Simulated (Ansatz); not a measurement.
# RuS2 (fluorite): one cell under locks on the spin (series 3), part 2 of 2

Aim: hold or release the moments of RuS2 (fluorite) in several ways at one fixed cell, and compare the energies. Cell and atoms stay fixed. The start comes from a prototype table, not from a measured structure.

Ansatz 0.2.0; DFT LDA+U (U = 3 eV, J = 0.9 eV on Ru d), plane waves, PAW.

**4. Ferromagnetic start, free, default search**

input.yaml

```yaml
crystal:
  lattice:
    - [0.0, 2.96, 2.96]
    - [2.96, 0.0, 2.96]
    - [2.96, 2.96, 0.0]
  atoms:
    - { symbol: Ru, position: [0.0, 0.0, 0.0], spin: 4.0 }
    - { symbol: S, position: [0.25, 0.25, 0.25] }
    - { symbol: S, position: [0.75, 0.75, 0.75] }
basis:
  ecutwfc: 420
  ecutrho_ratio: 4
kpoints:
  mp_grid: { grid: [6, 6, 6] }
hamiltonian:
  xc: lda
  hubbard: { sites: [{ site: 0, l: d, u: 3.0, j: 0.9 }] }
scf:
  occupations: { method: gaussian, width: 0.05 }
output:
  forces: true
  stress: true
  eigenvalues: true
  populations: true
  hubbard: { sites: [{ site: 0, l: d }] }
magnetization:
  spin_polarized: true
```

On the command line:

```
$ ansatz run input.yaml --threads 2 --pin off --max-ram 3072MiB --backend cpu --events-out ev --progress --plain --runs-dir out
```

The log of the run:

```text
Warning: RAYON_NUM_THREADS=2 ignored (pool sized by the plan → 2); use --threads N
Ru: projections on atomic orbitals take those of the free atom [Ar 3d10] 4s2 4p6 4d7 5s1, of charge +0.00 (hamiltonian.pseudopotentials.projection_atoms); the dataset's partial waves leave at most 8.1e-6 of an orbital's norm unspanned inside its sphere
S: projections on atomic orbitals take those of the free atom [Ne] 3s2 3p4, of charge +0.00 (hamiltonian.pseudopotentials.projection_atoms); the dataset's partial waves leave at most 1.6e-7 of an orbital's norm unspanned inside its sphere
Engine: ansatz 0.2.0, aarch64-unknown-linux-gnu
Pseudopotentials: kind: paw
Pseudopotential: Ru, paw, valence charge 16, recommended cutoff 420 eV (normal), Ru.paw.azcp
Pseudopotential: S, paw, valence charge 6, recommended cutoff 420 eV (normal), S.paw.azcp
Functional definition: SPW92
  exchange = slater_x
  correlation = pw_c
Crystal: 3 atoms, lattice volume = 51.869 Å³
Basis set: ecut = 420 eV, 965 PW (Γ)
Bands: 20, of which v1, the nominal top of the filled ones, is band 14 counted from 1 (13 counted from 0)
Symmetry: 48 space group operations
Space group: Fm-3m (ITA 225), of the structure as read, at distance tolerance 3.7e-5 Å
Magnetic group: BNS 225.116 (UNI 1618), of the structure as read, at distance tolerance 3.7e-5 Å
k-points: 16 of 216
Non-local potential: Ru, projectors of the file, l = 0: 3, l = 1: 2, l = 2: 2, l = 3: 1
Non-local potential: S, projectors of the file, l = 0: 2, l = 1: 2, l = 2: 2
PAW form: soft (Blöchl's): semilocal exchange-correlation on the pseudo side does not see the compensation charge
PAW frozen core: Ru, regenerated for the run's functional, and the local potential with it (the file was generated under x = pbe(κ = 0.804, μ = 0.2195149727645171), c = pbe(β = 0.06672455060314922))
PAW frozen core: S, regenerated for the run's functional, and the local potential with it (the file was generated under x = pbe(κ = 0.804, μ = 0.2195149727645171), c = pbe(β = 0.06672455060314922))
PAW one-centre angular grid: Ru, 590 points (default); XC on 64 Gauss nodes
PAW one-centre angular grid: S, 110 points (default); XC on 64 Gauss nodes
Initial density: superposition of atomic densities (chi_scale 0.1, normalization cell)
Starting moments: Σ|m| = 4 μB on 1 of 3 sites
Initial wavefunctions: pseudopotential atomic-orbital guess
Functional: x = slater, c = lda
SCF iter   1: F=—  HF=-7494.805198 eV  |F-HF|=—  |Δ(HF+E_count)|=         —  Δρ=1.11e-1 (↑1.11e-1 ↓4.62e-2)  dr2=7.57e0  dr2_m=2.32e0  M=2.115 μB ∫|m|=2.619 μB  β_m=0.30  ethr=3.10e-3  ⟨swp⟩=5.4  Hψ=3208  notcnv=0
preconditioner: auto → Kerker (q_TF=auto, 2.462 Å⁻¹)  [metal: Δε(μ)=0.011 eV  Ē_g=9.959 eV  σ=0.050 eV  W_gap=0.12  n_scr=14 (ndim 8)  ℏωp=23.1 eV  f_vac=0.005  D(μ)=4.77/eV (n_scr^D=58)]
spin=Collinear: Kerker preconditioning applied to the charge; magnetization (m = ρ↑ − ρ↓) channel mixes plain (no charge-response kernel on spin).
SCF iter   2: F=—  HF=-7494.261822 eV  |F-HF|=—  |Δ(HF+E_count)|=   5.43e-1  Δρ=7.01e-2 (↑7.01e-2 ↓6.49e-2)  dr2=2.50e-1  dr2_m=2.03e0  M=1.217 μB ∫|m|=2.104 μB  β_m=0.30  ethr=3.10e-3  ⟨swp⟩=2.5  Hψ=1332  notcnv=0  defer=45
SCF iter   3: F=—  HF=-7494.760094 eV  |F-HF|=—  |Δ(HF+E_count)|=   4.98e-1  Δρ=5.99e-2 (↑5.48e-2 ↓5.99e-2)  dr2=2.07e-1  dr2_m=1.46e0  M=0.889 μB ∫|m|=1.792 μB  β_m=0.30  ethr=8.93e-4  ⟨swp⟩=1.6  Hψ=844  notcnv=0  defer=42
SCF iter   4: F=—  HF=-7495.149316 eV  |F-HF|=—  |Δ(HF+E_count)|=   3.89e-1  Δρ=5.01e-2 (↑5.01e-2 ↓3.30e-2)  dr2=3.72e-1  dr2_m=7.95e-1  M=0.886 μB ∫|m|=1.693 μB  β_m=0.30  ethr=7.39e-4  ⟨swp⟩=2.3  Hψ=1107  notcnv=0  defer=42
SCF iter   5: F=—  HF=-7495.356719 eV  |F-HF|=—  |Δ(HF+E_count)|=   2.07e-1  Δρ=4.53e-2 (↑3.92e-2 ↓4.53e-2)  dr2=7.06e-2  dr2_m=8.39e-1  M=0.296 μB ∫|m|=1.382 μB  β_m=0.30  ethr=7.39e-4  ⟨swp⟩=2.2  Hψ=1013  notcnv=0  defer=54
SCF iter   6: F=—  HF=-7495.609302 eV  |F-HF|=—  |Δ(HF+E_count)|=   2.53e-1  Δρ=3.61e-2 (↑3.01e-2 ↓3.61e-2)  dr2=5.05e-2  dr2_m=5.19e-1  M=0.222 μB ∫|m|=1.230 μB  β_m=0.30  ethr=2.52e-4  ⟨swp⟩=1.7  Hψ=802  notcnv=0  defer=52
SCF iter   7: F=—  HF=-7495.760538 eV  |F-HF|=—  |Δ(HF+E_count)|=   1.51e-1  Δρ=2.73e-2 (↑2.65e-2 ↓2.73e-2)  dr2=1.27e-3  dr2_m=3.44e-1  M=0.139 μB ∫|m|=1.086 μB  β_m=0.30  ethr=1.80e-4  ⟨swp⟩=1.5  Hψ=715  notcnv=0  defer=52
SCF iter   8: F=—  HF=-7495.860704 eV  |F-HF|=—  |Δ(HF+E_count)|=   1.00e-1  Δρ=2.09e-2 (↑2.09e-2 ↓2.07e-2)  dr2=2.18e-4  dr2_m=2.05e-1  M=0.139 μB ∫|m|=0.973 μB  β_m=0.30  ethr=4.54e-6  ⟨swp⟩=2.4  Hψ=1046  notcnv=0  defer=52
Mixer restart at iter 8: flushing history
spin-set hold released at iteration 8 (site moments contracting): the magnetisation degrees of freedom join the quasi-Newton model from the next iteration; the mixer history was flushed
SCF iter   9: F=—  HF=-7495.919140 eV  |F-HF|=—  |Δ(HF+E_count)|=   5.84e-2  Δρ=1.63e-2 (↑1.63e-2 ↓1.61e-2)  dr2=2.07e-4  dr2_m=1.25e-1  M=0.139 μB ∫|m|=0.877 μB  β_m=0.63  ethr=7.80e-7  ⟨swp⟩=2.2  Hψ=1149  notcnv=0  defer=52
[... 3 lines left out ...]
SCF iter  13: F=—  HF=-7496.030086 eV  |F-HF|=—  |Δ(HF+E_count)|=   6.54e-4  Δρ=4.22e-4 (↑3.90e-4 ↓4.22e-4)  dr2=2.99e-5  dr2_m=7.29e-5  M=0.045 μB ∫|m|=0.109 μB  β_m=0.90  ethr=6.60e-7  ⟨swp⟩=2.4  Hψ=1068  notcnv=0  defer=52
SCF iter  14: F=—  HF=-7496.030311 eV  |F-HF|=—  |Δ(HF+E_count)|=   2.25e-4  Δρ=8.44e-5 (↑8.44e-5 ↓3.24e-5)  dr2=8.49e-6  dr2_m=6.27e-7  M=0.033 μB ∫|m|=0.069 μB  β_m=0.94  ethr=1.07e-7  ⟨swp⟩=2.0  Hψ=1069  notcnv=0  defer=52
SCF iter  15: F=—  HF=-7496.030312 eV  |F-HF|=—  |Δ(HF+E_count)|=   1.18e-6  Δρ=1.81e-5 (↑1.41e-5 ↓1.81e-5)  dr2=2.25e-7  dr2_m=9.89e-8  M=0.031 μB ∫|m|=0.065 μB  β_m=0.97  ethr=3.03e-8  ⟨swp⟩=1.6  Hψ=715  notcnv=0  defer=52
iter 16 did not close the SCF: its close was put off for a magnetic moment that had not settled (scf_convergence_deferred on its scf_iter line)
SCF iter  16: F=-7496.030313 eV  HF=-7496.030313 eV  |F-HF|=4.59e-9  |Δ(HF+E_count)|=   4.14e-7  Δρ=2.99e-6 (↑2.08e-6 ↓2.99e-6)  dr2=1.47e-8  dr2_m=1.13e-9  M=0.030 μB ∫|m|=0.063 μB  β_m=0.98  ethr=3.57e-10  ⟨swp⟩=9.5  Hψ=3111  notcnv=0
iter 17 did not close the SCF: its close was put off for a magnetic moment that had not settled (scf_convergence_deferred on its scf_iter line)
SCF iter  17: F=-7496.030313 eV  HF=-7496.030313 eV  |F-HF|=3.99e-10  |Δ(HF+E_count)|=   1.09e-8  Δρ=1.13e-6 (↑7.92e-7 ↓1.13e-6)  dr2=2.87e-10  dr2_m=3.95e-10  M=0.030 μB ∫|m|=0.062 μB  β_m=0.99  ethr=5.26e-11  ⟨swp⟩=2.8  Hψ=1995  notcnv=0
iter 18 did not close the SCF: its close was put off for a magnetic moment that had not settled (scf_convergence_deferred on its scf_iter line)
SCF iter  18: F=-7496.030313 eV  HF=-7496.030313 eV  |F-HF|=6.00e-11  |Δ(HF+E_count)|=   1.31e-9  Δρ=5.20e-7 (↑5.20e-7 ↓3.98e-7)  dr2=2.63e-11  dr2_m=9.87e-11  M=0.030 μB ∫|m|=0.062 μB  β_m=1.00  ethr=1.03e-12  ⟨swp⟩=1.2  Hψ=1778  notcnv=0
SCF iter  19: F=-7496.030313 eV  HF=-7496.030313 eV  |F-HF|=1.82e-12  |Δ(HF+E_count)|=  4.22e-10  Δρ=1.74e-7 (↑1.74e-7 ↓1.15e-7)  dr2=6.21e-12  dr2_m=9.67e-12  M=0.030 μB ∫|m|=0.062 μB  ethr=1.00e-12  ⟨swp⟩=1.0  Hψ=1669  notcnv=0
SCF 1 converged in 19 iterations: F = -7496.030313 eV  dr2 = 6.21e-12
SCF converged after 19 iterations
Magnetization: 0.0301 μB (14.0150 up, 13.9850 down)
Absolute magnetization: 0.0622 μB (∫|ρ↑−ρ↓|, with the PAW one-centre terms)
Spin contamination: 0.0003 ħ² per cell (⟨S²⟩ above its minimum at these occupations)
Per-site moments (μB) at R_I (Å): [(0.042265310190192903, 1.0574170180207996), (-0.006726127209436481, 1.0574170180207996), (-0.006726127209436492, 1.0574170180207996)]
Free energy (F): -7496.030313 eV
Harris-Foulkes:  -7496.030313 eV  (|F-HF|=1.82e-12)
Internal energy: -7496.029252 eV  (E = F + TS)
E sigma→0 (E₀):  -7496.029782 eV
Entropy (-TS):   -0.001061 eV (-0.354 meV/atom)
Fermi energy:    11.048551 eV
--- Per-component energies (eV) ---
  E_band       = -200.255885
  E_kinetic    = 721.711092
  E_local      = -2265.031134  (includes V_loc(G=0)·N_el)
  E_nonlocal   = 409.431278
  E_hartree    = 792.093080
  E_xc         = -378.842554
  E_vxc        = -410.251232  (∫ρ·V_xc dr)
  E_hubbard    = 1.750273  (on-site DFT+U / exact-exchange correction)
  E_vhub       = -4.045652  (the Hubbard potential's part of the band-sum identity)
  E_paw        = -4479.136484  (= ΣΔE_a)
  E_vpaw       = -236.256050  (= ΣTr[D̂ρ^β])
  E_aug_tail   = -0.000229  (compensation charges beyond the density's cutoff)
  E_ewald      = -2298.882653
  E_core_change = 0.878080  (= ΣΔE_core)
  E_smearing   = -0.001061  (= −TS)
  E_closure    = -0.000000  (closes the sum)
  Σ components = -7496.030313   (vs F -7496.030313, Δ=0.00e0)
--- DFT+U+J on-site energies (Liechtenstein; fll double counting; per corrected site; eV) ---
  site 0 (l=d): U=3.0000  J=0.9000  Tr N=7.1869  E_int=60.058505  E_dc=58.308232  E_U=1.750273
--- Forces (eV/Å), atoms counted from 1 ---
  atom   1  Ru    -0.00000000    -0.00000000    -0.00000000
  atom   2  S     -0.00000000     0.00000000     0.00000000
  atom   3  S      0.00000000    -0.00000000     0.00000000
  max |Σ_I F_I| component: 5.55e-17 eV/Å
--- Stress (GPa, compression-positive) ---
      -19.723531       0.000000      -0.000000
       -0.000000     -19.723531      -0.000000
        0.000000       0.000000     -19.723531
  P = ⅓ Tr σ = -19.7235 GPa (-197.235 kbar)
--- Band table (eV; the first three rows and the last of 32) ---
  k-point 0 ↑: bands = ["-61.4592", "-31.5067", "-31.5067", "-31.5067", "-4.2631", "0.1043", "4.9815", "4.9815", "4.9815", "8.3454", "8.3454", "10.3247", "10.3247", "10.3247", "13.1311", "13.1311", "13.1311", "15.6906", "15.6906", "15.6906"]
  k-point 1 ↑: bands = ["-61.4591", "-31.5092", "-31.5071", "-31.5071", "-4.0092", "-0.3980", "5.1572", "5.1572", "5.7478", "8.0258", "8.0258", "9.3133", "10.2689", "10.2689", "12.1364", "12.8705", "12.8705", "16.5284", "16.5567", "16.5567"]
  k-point 2 ↑: bands = ["-61.4590", "-31.5140", "-31.5079", "-31.5079", "-3.3262", "-1.3514", "5.5330", "5.5330", "7.1451", "7.7348", "7.7427", "7.7427", "9.5082", "9.5082", "11.1292", "12.8985", "12.8985", "17.3098", "18.4161", "18.4161"]
  k-point 15 ↓: bands = ["-61.4270", "-31.4823", "-31.4791", "-31.4775", "-2.3460", "-1.9131", "3.9966", "5.0460", "6.4875", "7.5451", "7.9577", "8.9370", "9.4110", "11.0579", "11.5451", "12.0814", "13.6479", "16.0814", "18.4522", "19.2799"]
Occupation matrices written to <dir>
--- Löwdin populations: 3 sites ---
  site symbol       q [e]    m [muB]
     0     Ru     15.7452     0.0463
     1      S      6.0277    -0.0083
     2      S      6.0277    -0.0083
  spilling = 0.007119 (of n_electrons = 28.000000)
--- Occupation matrices: 1 shell (run DFT+U table (all-electron-ortho-atomic); ε = 2.38e-4) ---
  Ru0 d_4D: site group Oh (m-3m)
  Ru0 d_4D up     Tr n = 3.6165  λ = 0.573 0.573 0.573 0.948 0.948  [3× xz 0.33 (T2g 1.00) T2g(1.00) | 2× z2 0.50 (Eg 1.00) Eg(1.00)]
  Ru0 d_4D dn     Tr n = 3.5703  λ = 0.557 0.557 0.557 0.949 0.949  [3× xz 0.33 (T2g 1.00) T2g(1.00) | 2× z2 0.50 (Eg 1.00) Eg(1.00)]
  Tr n, λ and their labels are of the run-group-symmetrised matrices; stabiliser: 48 of 96 elements of G0×{1,Θ} (closed), max defect 2.6e-15 at τ = 5.0e-5
```

Run time: 4.7 s. Hardware: 2 threads of Arm Neoverse N1, shared host; peak memory 0.32 GiB.

End state: no gap, pressure -19.7 GPa, no moment over 0.05 μB in any sphere, largest force component 0.00 eV/Å, 48 symmetry operations imposed.

The shells' filling, with natural orbitals sorted by occupation:

| shell | channel | electrons | over 0.8 | 0.2 to 0.8 | under 0.2 |
| --- | --- | --- | --- | --- | --- |
| Ru 4d (atom 1) | up | 3.62 | 2 | 3 | 0 |
| Ru 4d (atom 1) | down | 3.57 | 2 | 3 | 0 |

**5. The states in order of energy**

This closing draws on all 2 parts.

Energies count from the lowest free state and have the smearing extrapolated to zero; for held moments they are taken at the target, with the constraint's term.

| start | energy (meV/atom) | gap (eV) | pressure (GPa) | largest moment (μB) | SCF cycles | time |
| --- | --- | --- | --- | --- | --- | --- |
| ferromagnetic start, free, natural orbitals of the symmetric run filled by rank (earlier series) | 0.0 | metal | -19.7 | 0.04 | 27 | 10 s |
| ferromagnetic start, free, default search | 0.0 | metal | -19.7 | 0.04 | 19 | 4.7 s |
| total moment locked, 1.00 μB per cell [held] | 131.7 | metal | -17.2 | 0.63 | 10 | 3.1 s |
| site moments held (series factor 0.6; the input gives the size) [held] | 698.2 | metal | -2.8 | 2.40 | 37 | 7 s |

The 2 free runs end within about 1 meV/atom of each other. The run with the program's default settings reaches the lowest one found. The cheapest of the held states in this table, «total moment locked, 1.00 μB per cell», lies +132 meV/atom from the lowest free state; part of that can come from another filling of the orbitals. The lowest state found need not be the ground state, and the geometry wasn't relaxed for any of them.
